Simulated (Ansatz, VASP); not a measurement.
LiF: VASP beside Ansatz

Contents of INCAR:

```
SYSTEM = LiF
PREC = Accurate ; ENCUT = 520
EDIFF = 1E-7 ; ISMEAR = -1
SIGMA = 0.05 ; LREAL = .FALSE.
LASPH = .TRUE. ; NELM = 60
ALGO = Normal ; ISIF = 2
LWAVE = .FALSE. ; LCHARG = .FALSE.
GGA = PE ; NBANDS = 12
```

Contents of KPOINTS:

```
Automatic mesh
0
G
  10 10 10
  0 0 0
```

The input POSCAR:

```
LiF
1.0
    2.5423544086      0.0000000000      0.0000000000
    0.0000000000      2.5423544086      0.0000000000
    0.0000000000      0.0000000000      2.5423544086
F Li
1 1
Direct
    0.5000000000      0.5000000000      0.5000000000
    0.0000000000      0.0000000000      0.0000000000
```

Contents of input.yaml:

```yaml
crystal:
  lattice:
    - [2.5423544086, 0.0, 0.0]
    - [0.0, 2.5423544086, 0.0]
    - [0.0, 0.0, 2.5423544086]
  atoms:
    - { symbol: F, position: [0.5, 0.5, 0.5] }
    - { symbol: Li, position: [0.0, 0.0, 0.0] }
hamiltonian:
  xc: pbe
  pseudopotentials: { kind: paw }
kpoints:
  mp_grid: { grid: [10, 10, 10] }
scf:
  occupations: { method: fermi_dirac, width: 0.05 }
output:
  forces: true
  stress: true
  eigenvalues: true
  write_density: true
  write_potential: true
  elf: true
  volumetric_format: npy
```

Change from the starting cell: volume scaled by 0.98.

Alike in both runs: task single point; functional PBE; k mesh 10 × 10 × 10; occupations fermi-dirac, width 0.05 eV; no spin polarisation.

|  | VASP | Ansatz |
| --- | --- | --- |
| version | VASP 6.6.1 | Ansatz 0.2.0 |
| potentials or method | VASP PAW PBE potentials, release 64 (F, Li_sv) | Ansatz PAW |
| plane-wave cutoff (eV) | 520 | 420 |
| valence electrons in the cell | 10 | 10 |

Ansatz gave:

| Item | Value |
| --- | --- |
| gap on the k mesh at the Fermi level (eV) | 7.67 |
| least direct gap on the mesh (eV) | 8.36 |

Q: Which values does VASP return?

A: gap on the k mesh at the Fermi level (eV): 7.68; least direct gap on the mesh (eV): 8.37.

The functional is the same, so the differences come from potentials, cutoffs and numerics.

 A k mesh can miss the band edges.
